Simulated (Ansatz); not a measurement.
## SiO₂ (P6_322) under several functionals

Plane-wave DFT in Ansatz with scalar-relativistic PAW potentials. The same structure was relaxed (cell and atoms, symmetry kept) in separate runs at each level. This form isn't the usual stable structure of the compound. No spin polarisation.

Task: How do the levels LDA, PBE, r2SCAN compare?

Result:
| level | cutoff (eV) | k mesh | V (Å³/atom) | a (Å) | c (Å) | gap (eV) | B0 (GPa) |
| --- | --- | --- | --- | --- | --- | --- | --- |
| LDA | 420 | 6×6×4 | 15.500 | 5.015 | 8.539 | 5.41 | 29 |
| r2SCAN | 500 | 6×6×4 | 15.677 | 5.036 | 8.565 | 6.18 | – |
| PBE | 420 | 6×6×4 | 16.192 | 5.099 | 8.629 | 5.46 | – |

The usual order of volumes, LDA < PBE, holds here (15.500, 16.192 Å³/atom). As a rule LDA overbinds; PBE's gradient term for exchange weakens bonds. r2SCAN lies 3.2 % under PBE in volume. Each gap belongs to its own cell, so it mixes the functional's effect with that of the volume; gaps are the least found on the k mesh or on a band path.